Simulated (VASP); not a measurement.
Input of a VASP 6.6.1 run:

The input INCAR:

```
ALGO = Fast ; EDIFF = 1E-6
ENCUT = 520 ; GGA = PE
ISIF = 2 ; ISMEAR = 0
KPAR = 4 ; LASPH = T
LCHARG = F ; LMAXMIX = 4
LREAL = F ; LWAVE = F
NBANDS = 35 ; NELM = 80
PREC = Accurate ; SIGMA = 0.03
```

Contents of KPOINTS:

```
k-points
0
Gamma
  9 9 2
```

File POSCAR:

```
MoSe2                                   
1.0
    3.2786626285      0.0000000000      0.0000000000
   -1.6393313142      2.8394051267      0.0000000000
    0.0000000000      0.0000000000     12.7250115930
  Mo              Se            
     2     4
Direct
     0.3333333332999970    0.6666666667000030    0.2500000000000000
     0.6666666667000030    0.3333333332999970    0.7500000000000000
     0.3333333332999970    0.6666666667000030    0.6183309793776672
     0.6666666667000030    0.3333333332999970    0.1183309793776672
     0.3333333332999970    0.6666666667000030    0.8816690206223328
     0.6666666667000030    0.3333333332999970    0.3816690206223328
```

KPOINTS_OPT

```
explicit points
168
Reciprocal
 0.0000000000  0.0000000000  0.0000000000 1
 0.0555555556  0.0000000000  0.0000000000 1
 0.1111111111  0.0000000000  0.0000000000 1
 0.1666666667  0.0000000000  0.0000000000 1
 0.2222222222  0.0000000000  0.0000000000 1
 0.2777777778  0.0000000000  0.0000000000 1
[... 160 lines left out ...]
 0.5000000000  0.0000000000  0.0718584600 1
 0.5000000000  0.0000000000 -0.0718584600 1
```

Potentials or basis: VASP PAW PBE potentials, release 64 (Mo_sv, Se).

Run with:

```sh
$ cat potpaw_PBE.64/Mo_sv/POTCAR potpaw_PBE.64/Se/POTCAR > POTCAR
$ mpirun -np 4 vasp_std > vasp.out
```

Problem. What does it give for the band gap on the k mesh?

Solution. 0.84 eV, indirect (least direct gap 1.46 eV).

Problem. Estimate the pressure.

Solution. 4.0 GPa.

Levels at the corners of the path, in eV from the valence-band top:
```
point  band 22  band 23  band 24  band 25  band 26  band 27  band 28  band 29  band 30  band 31
    Γ    -1.48    -1.48    -1.19    -0.67     0.00     2.46     2.46     2.54     2.54     2.60
    M    -2.25    -1.24    -1.20    -1.13    -0.87     1.55     1.60     1.78     2.17     2.63
    M    -2.25    -1.24    -1.20    -1.13    -0.87     1.55     1.60     1.78     2.17     2.63
    K    -3.74    -2.39    -2.39    -0.54    -0.30     1.16     1.16     1.50     2.63     2.63
    K    -3.74    -2.39    -2.39    -0.54    -0.30     1.16     1.16     1.50     2.63     2.63
    Γ    -1.48    -1.48    -1.19    -0.67     0.00     2.46     2.46     2.54     2.54     2.60
    Γ    -1.48    -1.48    -1.19    -0.67     0.00     2.46     2.46     2.54     2.54     2.60
    A    -1.51    -1.51    -1.51    -0.16    -0.16     2.47     2.47     2.47     2.47     2.75
    A    -1.51    -1.51    -1.51    -0.16    -0.16     2.47     2.47     2.47     2.47     2.75
    L    -2.45    -1.17    -1.17    -1.04    -1.04     1.57     1.57     1.99     1.99     3.14
    L    -2.45    -1.17    -1.17    -1.04    -1.04     1.57     1.57     1.99     1.99     3.14
    H    -3.14    -2.63    -2.63    -0.44    -0.44     1.17     1.17     2.04     2.04     2.70
    H    -3.14    -2.63    -2.63    -0.44    -0.44     1.17     1.17     2.04     2.04     2.70
    A    -1.51    -1.51    -1.51    -0.16    -0.16     2.47     2.47     2.47     2.47     2.75
    L    -2.45    -1.17    -1.17    -1.04    -1.04     1.57     1.57     1.99     1.99     3.14
    M    -2.25    -1.24    -1.20    -1.13    -0.87     1.55     1.60     1.78     2.17     2.63
    K    -3.74    -2.39    -2.39    -0.54    -0.30     1.16     1.16     1.50     2.63     2.63
    H    -3.14    -2.63    -2.63    -0.44    -0.44     1.17     1.17     2.04     2.04     2.70
```

Caveat: the mesh misses the band edges, which the band path finds closer together; this functional lacks dispersion, which binds the layers, so the pressure and a relaxed spacing across them are unreliable. Expect the measured gap to be larger: semilocal functionals such as PBE lack the derivative discontinuity.
